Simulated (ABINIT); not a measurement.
# TiCo (Pm-3m) in ABINIT: a series of runs

Aim: see how the results for TiCo move with the level of theory and the settings. Levels: LDA+U, PBE. Tasks: Hubbard U by linear response, optical spectrum.

All numbers are computed with ABINIT 10.8.3 (patched build); they aren't measurements. Logs are shortened: lines on timing, memory, paths and dates and some standing lists are left out, and cuts for length are marked. The log counts tension as positive stress, the text compression.

## Step 1: Starting point

Symmetry: Pm-3m, No. 221, cubic system. Conventional cell: a = 2.986 Å, b = 2.986 Å, c = 2.986 Å, α = 90.00°, β = 90.00°, γ = 90.00°. Ti (site symmetry m-3m) has 8 Co at 2.59 Å as nearest neighbours. Co (site symmetry m-3m) has 8 Ti at 2.59 Å as nearest neighbours.

The cell comes from a database or a generator and needn't be the stable form of this composition.

## Step 2: Hubbard U by linear response, LDA+U, collinear spin, ferromagnetic start

run.abi

```
# Datasets
ndtset 3

# Pseudopotentials
pp_dirpath "./"
pseudos "Ti.LDA_PW-JTH.xml, Co.LDA_PW-JTH.xml"

# Structure
acell 5.6429319488 5.6429319488 5.6429319488
rprim
     1.0000000000     0.0000000000     0.0000000000
     0.0000000000     1.0000000000     0.0000000000
     0.0000000000     0.0000000000     1.0000000000
ntypat 2
znucl 22 27
natom 2
typat 1 2
xred
            0.0            0.0            0.0
            1/2            1/2            1/2

# Plane-wave basis
ecut 598.650497 eV
pawecutdg 44.0

# k points
kptopt 2
ngkpt 4 4 4
nshiftk 1
shiftk 0.0 0.0 0.0

# Exchange and correlation
ixc 7

# Bands and occupations
nband 20
occopt 3
tsmear 0.2 eV

# Spin
nsppol 2
spinat
     0.0000000000     0.0000000000     1.0000000000
     0.0000000000     0.0000000000     2.0000000000
nsym 1

# DFT+U
usepawu 1
lpawu 2 -1
upawu 2.0 0.0 eV
jpawu 0.0 0.0 eV
dmatpuopt 1

# SCF cycle
nstep 120
tolvrs 1.0e-9

# Output
prteig 0
prtebands 0
prtden 0
prtwf 0

# Linear response
irdwfk 1
macro_uj 1
pawujat 1
pawujv1 -0.1 eV
pawujv2 0.05 eV
pawujv3 0.1 eV
```

gs.abi

```
# Pseudopotentials
pp_dirpath "./"
pseudos "Ti.LDA_PW-JTH.xml, Co.LDA_PW-JTH.xml"

# Structure
acell 5.6429319488 5.6429319488 5.6429319488
rprim
     1.0000000000     0.0000000000     0.0000000000
     0.0000000000     1.0000000000     0.0000000000
     0.0000000000     0.0000000000     1.0000000000
ntypat 2
znucl 22 27
natom 2
typat 1 2
xred
            0.0            0.0            0.0
            1/2            1/2            1/2

# Plane-wave basis
ecut 598.650497 eV
pawecutdg 44.0

# k points
kptopt 2
ngkpt 4 4 4
nshiftk 1
shiftk 0.0 0.0 0.0

# Exchange and correlation
ixc 7

# Bands and occupations
nband 20
occopt 3
tsmear 0.2 eV

# Spin
nsppol 2
spinat
     0.0000000000     0.0000000000     1.0000000000
     0.0000000000     0.0000000000     2.0000000000
nsym 1

# DFT+U
usepawu 1
lpawu 2 -1
upawu 2.0 0.0 eV
jpawu 0.0 0.0 eV
dmatpuopt 1

# SCF cycle
nstep 120
tolvrs 1.0e-9

# Output
prteig 0
prtebands 0
prtden 0
```

Potentials or basis: JTH PAW LDA v2.0.

Command:

```sh
$ abinit gs.abi > log 2>&1
$ ln -s gso_WFK runi_DS1_WFK
$ ln -s gso_WFK runi_DS2_WFK
$ ln -s gso_WFK runi_DS3_WFK
$ abinit run.abi > log 2>&1
$ lruj runo_DS1_LRUJ.nc runo_DS2_LRUJ.nc runo_DS3_LRUJ.nc > lruj.log 2>&1
```

run.abo:

```text
.Version 10.8.3 of ABINIT
 DATASET    1 : space group P1 (#  1); Bravais aP (primitive triclinic)
================================================================================
 Values of the parameters that define the memory need for DATASET  1.
     intxc =       0    ionmov =       0      iscf =      17    lmnmax =      18
     lnmax =       6     mgfft =      24  mpssoang =       3    mqgrid =    3001
     natom =       2  nloc_mem =       2    nspden =       2   nspinor =       1
    nsppol =       2      nsym =       1    n1xccc =       1    ntypat =       2
    occopt =       3   xclevel =       1
       mpw =         904          nfft =       13824          nkpt =          36
 PAW method is used; the additional fine FFT grid is defined by:
   mgfftf=        36    nfftf =     46656
================================================================================
================================================================================
[... 15 lines left out ...]
 DATASET    3 : space group P1 (#  1); Bravais aP (primitive triclinic)
================================================================================
 Values of the parameters that define the memory need for DATASET  3.
     intxc =       0    ionmov =       0      iscf =      17    lmnmax =      18
     lnmax =       6     mgfft =      24  mpssoang =       3    mqgrid =    3001
     natom =       2  nloc_mem =       2    nspden =       2   nspinor =       1
    nsppol =       2      nsym =       1    n1xccc =       1    ntypat =       2
    occopt =       3   xclevel =       1
       mpw =         904          nfft =       13824          nkpt =          36
 PAW method is used; the additional fine FFT grid is defined by:
   mgfftf=        36    nfftf =     46656
================================================================================
================================================================================

--------------------------------------------------------------------------------
------------- Echo of variables that govern the present computation ------------
--------------------------------------------------------------------------------
 -outvars: echo values of preprocessed input variables --------
            acell      5.6429319488E+00  5.6429319488E+00  5.6429319488E+00 Bohr
              amu      4.78800000E+01  5.89332000E+01
         atvshift1      -0.00367   -0.00367   -0.00367   -0.00367   -0.00367
                        -0.00367   -0.00367   -0.00367   -0.00367   -0.00367
                         0.00000    0.00000    0.00000    0.00000    0.00000
                         0.00000    0.00000    0.00000    0.00000    0.00000
         atvshift2       0.00184    0.00184    0.00184    0.00184    0.00184
                         0.00184    0.00184    0.00184    0.00184    0.00184
                         0.00000    0.00000    0.00000    0.00000    0.00000
                         0.00000    0.00000    0.00000    0.00000    0.00000
         atvshift3       0.00367    0.00367    0.00367    0.00367    0.00367
                         0.00367    0.00367    0.00367    0.00367    0.00367
                         0.00000    0.00000    0.00000    0.00000    0.00000
                         0.00000    0.00000    0.00000    0.00000    0.00000
           diemix      4.50000000E-01
        dmatpuopt           1
             ecut      2.20000000E+01 Hartree
           irdwfk           1
              ixc           7
           jdtset        1    2    3
           kptopt           2
         kptrlatt        4    0    0      0    4    0      0    0    4
          kptrlen      2.25717278E+01
            lpawu           2      -1
         macro_uj        1
            natom           2
            nband          20
        natvshift        5
           ndtset           3
            ngfft          24      24      24
          ngfftdg          36      36      36
             nkpt          36
           nspden           2
           nsppol           2
            nstep         120
             nsym           1
           ntypat           2
           occopt           3
        pawecutdg      4.40000000E+01 Hartree
           pawujv1    -3.6749322176E-03 Hartree
           pawujv2     1.8374661088E-03 Hartree
           pawujv3     3.6749322176E-03 Hartree
           prtden           0
        prtebands           0
           prteig           0
            prtwf           0
          spgroup           1
           spinat      0.0000000000E+00  0.0000000000E+00  1.0000000000E+00
                       0.0000000000E+00  0.0000000000E+00  2.0000000000E+00
           tolvrs      1.00000000E-09
           tsmear      7.34986444E-03 Hartree
            typat      1  2
            upawu      7.34986444E-02  0.00000000E+00 Hartree
          usepawu           1
           useylm           1
           xangst      0.0000000000E+00  0.0000000000E+00  0.0000000000E+00
                       1.4930554940E+00  1.4930554940E+00  1.4930554940E+00
            xcart      0.0000000000E+00  0.0000000000E+00  0.0000000000E+00
                       2.8214659744E+00  2.8214659744E+00  2.8214659744E+00
             xred      0.0000000000E+00  0.0000000000E+00  0.0000000000E+00
                       5.0000000000E-01  5.0000000000E-01  5.0000000000E-01
            znucl       22.00000   27.00000

================================================================================

 chkinp: Checking input parameters for consistency, jdtset=   1.

 chkinp: Checking input parameters for consistency, jdtset=   2.

 chkinp: Checking input parameters for consistency, jdtset=   3.

================================================================================
== DATASET  1 ==================================================================
[... 22 lines left out ...]
 getcut: wavevector=  0.0000  0.0000  0.0000  ngfft=  24  24  24
         ecut(hartree)=     22.000   => boxcut(ratio)=   2.01433

 Fine grid specifications (used for densities):

 getcut: wavevector=  0.0000  0.0000  0.0000  ngfft=  36  36  36
         ecut(hartree)=     44.000   => boxcut(ratio)=   2.13652

--- Pseudopotential description ------------------------------------------------
- pspini: atom type   1  psp file is ./Ti.LDA_PW-JTH.xml
 Pseudopotential format is: paw10
 basis_size (lnmax)=  6 (lmn_size= 18), orbitals=   0   0   1   1   2   2
 Spheres core radius: rc_sph= 2.30802695
 Shapefunction is BESSEL type: shapef(r,l)=aa(1,l)*jl(q(1,l)*r)+aa(2,l)*jl(q(2,l)*r)
 Radius for shape functions =  2.01037111
 Compensation charge density is not taken into account in XC energy/potential

- pspini: atom type   2  psp file is ./Co.LDA_PW-JTH.xml
 Pseudopotential format is: paw10
 basis_size (lnmax)=  6 (lmn_size= 18), orbitals=   0   0   1   1   2   2
 Spheres core radius: rc_sph= 2.10903434
 Shapefunction is SIN type: shapef(r)=[sin(pi*r/rshp)/(pi*r/rshp)]**2
 Radius for shape functions =  1.60384542
 Compensation charge density is not taken into account in XC energy/potential

   1.14466368E+03                                ecore*ucvol(ha*bohr**3)
--------------------------------------------------------------------------------

-inwffil : will read wavefunctions from disk file runi_DS1_WFK

 ******************************************
 DFT+U Method used: FLL
 ******************************************

================================================================================

--- !BeginCycle
iteration_state: {dtset: 1, }
solver: {iscf: 17, nstep: 120, nline: 4, wfoptalg: 10, }
tolerances: {tolvrs: 1.00E-09, }
...
[... 809 lines left out ...]
 Cartesian components of stress tensor (hartree/bohr^3)
  sigma(1 1)=  4.19653822E-04  sigma(3 2)= -3.31023712E-10
  sigma(2 2)=  4.19653710E-04  sigma(3 1)= -5.14779752E-10
  sigma(3 3)=  4.19653797E-04  sigma(2 1)= -1.72371574E-11

-Cartesian components of stress tensor (GPa)         [Pressure= -1.2347E+01 GPa]
- sigma(1 1)=  1.23466417E+01  sigma(3 2)= -9.73905384E-06
- sigma(2 2)=  1.23466384E+01  sigma(3 1)= -1.51453432E-05
- sigma(3 3)=  1.23466410E+01  sigma(2 1)= -5.07134679E-07

== END DATASET(S) ==============================================================
================================================================================

 -outvars: echo values of variables after computation  --------
            acell      5.6429319488E+00  5.6429319488E+00  5.6429319488E+00 Bohr
           etotal1    -2.0526652263E+02
           etotal2    -2.0525981109E+02
           etotal3    -2.0525758674E+02
            fcart1     3.2278935107E-09 -4.2293648016E-09 -2.1279009509E-08
                      -3.2278935107E-09  4.2293648016E-09  2.1279009509E-08
            fcart2    -8.9403909127E-09  2.9470840108E-09  1.0389954572E-08
                       8.9403909127E-09 -2.9470840108E-09 -1.0389954572E-08
            fcart3     6.7648838056E-09  4.4117143102E-08 -4.8089916222E-09
                      -6.7648838056E-09 -4.4117143102E-08  4.8089916222E-09
           strten1     4.3860735147E-04  4.3860740156E-04  4.3860732387E-04
                      -6.2731013001E-10  1.0415636532E-09 -4.5493038294E-11
           strten2     4.2434403204E-04  4.2434389462E-04  4.2434448191E-04
                      -2.8178757375E-10  3.5936934540E-10 -4.4304612355E-10
           strten3     4.1965382242E-04  4.1965370953E-04  4.1965379707E-04
                      -3.3102371177E-10 -5.1477975165E-10 -1.7237157399E-11
           xangst      0.0000000000E+00  0.0000000000E+00  0.0000000000E+00
                       1.4930554940E+00  1.4930554940E+00  1.4930554940E+00
             xred      0.0000000000E+00  0.0000000000E+00  0.0000000000E+00
                       5.0000000000E-01  5.0000000000E-01  5.0000000000E-01
 Calculation completed.
```

Wall time 2.7 min (1 thread of Intel Xeon 6975P-C (Granite Rapids), shared host); peak memory 0.1 GiB.

What came out:

- Free energy: -5585.4647 eV
- Band gap on the k mesh: none (metal or under the smearing width)
- Net moment: 0.15 μB per cell
- Site moments: Ti -0.03; Co +0.19 μB
- Hubbard U from linear response: 10.63 eV

Eigenvalues of the final occupation matrices:
```
  site  spin  trace               eigenvalues
atom 1     1   0.60  0.10 0.10 0.14 0.14 0.14
atom 1     2   0.62  0.10 0.10 0.14 0.14 0.14
```

Caveat: the k mesh is coarse (spacing up to 0.53 Å⁻¹), so the values aren't converged; the shifted atom has its images in every cell, so this scalar value isn't converged in cell size and belongs to these projectors alone; the cutoff is too short for stress, so the log's stress isn't used; the U is typed as a test and isn't derived for this compound.

## Step 3: Optical spectrum, PBE, collinear spin, ferromagnetic start

run.abi

```
# Datasets
ndtset 3

# Pseudopotentials
pp_dirpath "./"
pseudos "Co.upf, Ti.upf"

# Structure
acell 5.6429319488 5.6429319488 5.6429319488
rprim
     1.0000000000     0.0000000000     0.0000000000
     0.0000000000     1.0000000000     0.0000000000
     0.0000000000     0.0000000000     1.0000000000
ntypat 2
znucl 27 22
natom 2
typat 1 2
xred
            1/2            1/2            1/2
            0.0            0.0            0.0

# Plane-wave basis
ecut 1251.723767 eV

# k points
ngkpt 16 16 16
nshiftk 1
shiftk 0.5 0.5 0.5
istwfk *1

# Exchange and correlation
ixc 11

# Bands and occupations
occopt 4
tsmear 0.136 eV

# Spin
nsppol 2
spinat
     0.0000000000     0.0000000000     2.0000000000
     0.0000000000     0.0000000000     1.0000000000

# SCF cycle
nstep 80

# Output
iomode 3
prteig 0
prtebands 0

# Dataset 1: ground state
nband1 20
tolvrs1 1.0e-12
prtden1 1
prtwf1 0
kptopt1 1

# Dataset 2: empty bands at fixed density
iscf2 -3
getden2 1
nband2 24
nbdbuf2 4
tolwfr2 1.0e-12
nstep2 120
prtden2 0
kptopt2 1

# Dataset 3: wave functions and velocity matrix elements in the full zone
optdriver3 8
wfk_task3 "wfk_optics_fullbz"
getwfk3 2
nband3 20
kptopt3 1
prtevk3 1
inclvkb3 2
```

optic.abi

```
&FILES
 ddkfile_1 = 'runo_DS3_1_EVK.nc',
 ddkfile_2 = 'runo_DS3_2_EVK.nc',
 ddkfile_3 = 'runo_DS3_3_EVK.nc',
 wfkfile = 'runo_DS3_WFK.nc'
/
&PARAMETERS
 broadening = 0.005512,
 domega = 0.002,
 maxomega = 0.8,
 scissor = 0.000000,
 tolerance = 0.002
/
&COMPUTATIONS
 num_lin_comp = 1,
 lin_comp = 11,
 num_nonlin_comp = 0
/
```

Potentials or basis: PseudoDojo NC SR PBE v0.4.1 standard.

Command:

```sh
$ mpirun --bind-to none -np 4 abinit run.abi > log 2>&1
$ optic optic.abi > optic.log 2>&1
```

run.abo:

```text
.Version 10.8.3 of ABINIT
 DATASET    1 : space group Pm -3 m (#221); Bravais cP (primitive cubic)
================================================================================
 Values of the parameters that define the memory need for DATASET  1.
     intxc =       0    ionmov =       0      iscf =       7    lmnmax =       6
     lnmax =       6     mgfft =      36  mpssoang =       3    mqgrid =    3001
     natom =       2  nloc_mem =       1    nspden =       2   nspinor =       1
    nsppol =       2      nsym =      48    n1xccc =    2501    ntypat =       2
    occopt =       4   xclevel =       2
       mpw =        2698          nfft =       46656          nkpt =         120
================================================================================
================================================================================
[... 13 lines left out ...]
 DATASET    3 : space group Pm -3 m (#221); Bravais cP (primitive cubic)
================================================================================
 Values of the parameters that define the memory need for DATASET  3.
     intxc =       0    ionmov =       0      iscf =       7    lmnmax =       6
[... 1083 lines left out ...]
================================================================================

 -outvars: echo values of variables after computation  --------
            acell      5.6429319488E+00  5.6429319488E+00  5.6429319488E+00 Bohr
           etotal1    -2.1242119234E+02
           etotal2    -2.1242119234E+02
           etotal3     0.0000000000E+00
            fcart1    -0.0000000000E+00 -0.0000000000E+00 -0.0000000000E+00
                      -0.0000000000E+00 -0.0000000000E+00 -0.0000000000E+00
            fcart3     0.0000000000E+00  0.0000000000E+00  0.0000000000E+00
                       0.0000000000E+00  0.0000000000E+00  0.0000000000E+00
           strten1     8.5399514036E-06  8.5399514036E-06  8.5399514036E-06
                       0.0000000000E+00  0.0000000000E+00  0.0000000000E+00
           strten3     0.0000000000E+00  0.0000000000E+00  0.0000000000E+00
                       0.0000000000E+00  0.0000000000E+00  0.0000000000E+00
           xangst      1.4930554940E+00  1.4930554940E+00  1.4930554940E+00
                       0.0000000000E+00  0.0000000000E+00  0.0000000000E+00
             xred      5.0000000000E-01  5.0000000000E-01  5.0000000000E-01
                       0.0000000000E+00  0.0000000000E+00  0.0000000000E+00
 Calculation completed.
```

Wall time 5.7 min (4 MPI ranks of Arm Neoverse V2, shared host); peak memory 12 GiB.

What came out:

```
Free energy  : -5780.2751 eV
Pressure     : -0.3 GPa
Net moment   : 0.87 μB per cell
Site moments : Co +0.98; Ti -0.03 μB
```

Dielectric function (mean over the directions given):
```
energy (eV)  real part  imaginary part
       0.33      45.47           31.59
       1.31      20.51           19.57
       2.29      13.80           24.85
       3.37      -0.04           18.88
       4.35      -6.16           13.96
       5.44      -6.11            5.98
       6.42      -2.77            3.70
       7.51      -2.02            2.62
       8.49      -0.87            2.61
       9.58      -1.06            2.61
      10.56      -0.95            2.20
      11.65      -0.88            1.69
      12.63      -0.79            1.37
      13.71      -0.58            1.23
      14.69      -0.39            0.98
      15.78      -0.30            0.76
      16.76      -0.21            0.71
      17.85      -0.14            0.66
      18.83      -0.24            0.42
      19.92      -0.02            0.19
```

Caveat: the intraband (Drude) term is left out; small starting moments can end in a higher magnetic state in this program; spectra need much finer meshes, so this one isn't converged; independent-particle spectra lack excitons.
